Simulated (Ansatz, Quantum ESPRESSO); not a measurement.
Given: the input of a run of Quantum ESPRESSO 7.5 on TiSi2. Atoms were shifted at random by some hundredths of an Å from the given cell, which wasn't relaxed again for these runs. The cell comes from a database or a generator and needn't be the stable form of this composition.

pw.in

```
&CONTROL
  calculation = 'scf'
  prefix = 'pwscf'
  outdir = './tmp'
  pseudo_dir = './pseudo'
  tprnfor = .true.
  tstress = .true.
  disk_io = 'nowf'
/
&SYSTEM
  ibrav = 0
  nat = 3
  ntyp = 2
  ecutwfc = 45
  ecutrho = 360
  nbnd = 16
  occupations = 'smearing'
  smearing = 'fd'
  degauss = 0.00367493
/
&ELECTRONS
  conv_thr = 6d-10
  electron_maxstep = 120
  mixing_beta = 0.5
/
ATOMIC_SPECIES
Ti    47.8670 ti_pbesol_v1.4.uspp.F.UPF
Si    28.0850 si_pbesol_v1.uspp.F.UPF
CELL_PARAMETERS angstrom
  -1.4728720000    1.7121300000    4.2120830000
   1.4728720000   -1.7121300000    4.2120830000
   1.4728720000    1.7121300000   -4.2120830000
ATOMIC_POSITIONS crystal
Ti    -0.0063720000    0.0024430000    0.0062930000
Si     0.6832990000    0.6675750000    0.0141150000
Si     0.3370530000    0.3154850000   -0.0051230000
K_POINTS automatic
12 12 12 0 0 0
```

Potentials or basis: GBRV 1.5 PBEsol.

Run with:

```sh
$ OMP_NUM_THREADS=1 mpirun -n 2 pw.x -nk 2 -in pw.in > pw.out
```

What does the same run look like in Ansatz 0.2.0? Potentials or basis there: Ansatz PAW, cutoff 420 eV.

As run (cutoffs and basis follow the program's own potentials, and thresholds, step limits or extra output files can differ):

input.yaml

```yaml
crystal:
  lattice:
    - [-1.472872, 1.71213, 4.212083]
    - [1.472872, -1.71213, 4.212083]
    - [1.472872, 1.71213, -4.212083]
  atoms:
    - { symbol: Ti, position: [-0.006372, 0.002443, 0.006293] }
    - { symbol: Si, position: [0.683299, 0.667575, 0.014115] }
    - { symbol: Si, position: [0.337053, 0.315485, -0.005123] }
hamiltonian:
  xc: pbesol
  pseudopotentials: { kind: paw }
kpoints:
  mp_grid: { grid: [12, 12, 12] }
scf:
  occupations: { method: fermi_dirac, width: 0.05 }
output:
  forces: true
  stress: true
  eigenvalues: true
```

Potentials or basis: Ansatz PAW.

Command:

```bash
$ ansatz run input.yaml --threads 1 --pin off --max-ram 3584MiB --backend cpu --events-out ev --progress --plain --runs-dir out
```

Both were run:

|  | Quantum ESPRESSO | Ansatz |
| --- | --- | --- |
| Pressure | -3.4 GPa | -3.4 GPa |
| Largest force | 0.523 eV/Å | 0.523 eV/Å |
| Energy over the undisturbed cell | 6.7 meV/atom | 6.7 meV/atom |

Ansatz's pressure holds a Pulay term of +0.03 GPa for its cutoff of 420 eV, which the other run lacks.

Ansatz's potentials were made for PBE.

Where Ansatz's input types no cutoff or centring, it takes its own default and a Γ-centred mesh.

Pressure is positive in compression.
